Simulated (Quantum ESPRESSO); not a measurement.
The system is ZrC.

```
Zr C
1.0
     0.00000    2.54552    2.54552
     2.54552    0.00000    2.54552
     2.54552    2.54552    0.00000
Zr C
1 1
Direct
  0.50000 0.50000 0.50000
  0.75000 0.75000 0.75000
```

The cell was built by a generator and needn't be a form met in nature.

- Program: Quantum ESPRESSO 7.5
- Task: Hubbard U by linear response
- Functional: LDA
- Potentials or basis: PseudoDojo 0.4.1 SR LDA standard
- Cutoff: 1116 eV
- Density cutoff: 4463 eV
- k mesh: 6 × 6 × 6
- Occupations: cold, width 0.2 eV
- Spin: no spin polarisation
- Hubbard terms: Zr d U = 6.0 eV
- Start of the occupations: default
- Hubbard projectors: ortho-atomic
- Form of the LDA correlation: PW92
- Mixing beta: 0.3
- Most SCF iterations: 120
- SCF threshold: 4e-10 Ry
- q mesh: 2 × 2 × 2

The first run showed a gap, so the response started from a second, tighter run with fixed occupations.

**Question.** What Hubbard parameters does linear response give?

**Answer.** U = 2.20 eV on Zr 4d. The values belong to these projectors, potentials and this ground state, and don't carry over to other codes.

Hubbard U from linear response:
| site | manifold | U (eV) |
| --- | --- | --- |
| 1 | Zr-4d | 2.20 |
On the first site the bare response is -0.538 and the screened one -0.245 eV⁻¹.

Eigenvalues of the final occupation matrices:
| site | spin | trace | eigenvalues |
| --- | --- | --- | --- |
| Zr 1 4d | each | 1.22 | 0.14 0.14 0.31 0.31 0.31 |

Caveat: this smearing can shift energies of a crystal with a gap; the U is typed as a test and isn't derived for this compound.
